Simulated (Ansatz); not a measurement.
**Structure relaxation of CuAu**

Level of theory: Ansatz 0.2.0, DFT PBE, scalar-relativistic, plane waves, PAW. Cutoff 420 eV, Γ-centred k mesh, Gaussian smearing, no spin polarisation in the final step.

The start puts CuAu on the rock salt structure type (Fm-3m, No. 225), with Cu in place of Na, Au in place of Cl, at a guessed volume.

```
Cu Au
1.0
     0.00000    2.47382    2.47382
     2.47382    0.00000    2.47382
     2.47382    2.47382    0.00000
Cu Au
1 1
Cartesian
  0.0000 0.0000 0.0000
  2.4738 2.4738 2.4738
```

Cell and atoms relax at zero pressure; the relaxation can't lower the symmetry of the start. After a coarse first stage the cell is made exact in the group found at 0.06 Å.

The zero of energy is the elements' standard structures at the same level; no fitted shifts are applied.

(1) What does it relax into?

(2) What are its volume, energy, density and gap?

## Answers

(1) It keeps Fm-3m (No. 225). The result has the rock salt structure. Conventional cell: a = 5.156 Å. Around Cu lie 6 Au at 2.58 Å; around Au lie 6 Cu at 2.58 Å.

```xyz
2
Lattice="0.0000 2.5779 2.5779 2.5779 0.0000 2.5779 2.5779 2.5779 0.0000" Properties=species:S:1:pos:R:3 pbc="T T T"
Cu    0.0000    0.0000    0.0000
Au    2.5779    2.5779    2.5779
```

(2) The volume per atom is 17.13 Å³ and the density is 12.63 g/cm³. The energy over the elements is 0.24 eV/atom. The gap on the 18×18×18 mesh is 0 eV (a metal).

The final run used a 18×18×18 mesh on its 2-atom cell and 0.10 eV smearing. For metals, differences of a few meV/atom aren't resolved. Spin–orbit coupling is left out. A structure relaxed within its symmetry needn't be a true minimum. The steps took about 21 core-seconds in all.

Cost: 3 runs of about 0.35 core-minutes in all, on AMD EPYC 7B13 (Zen 3) (shared hosts).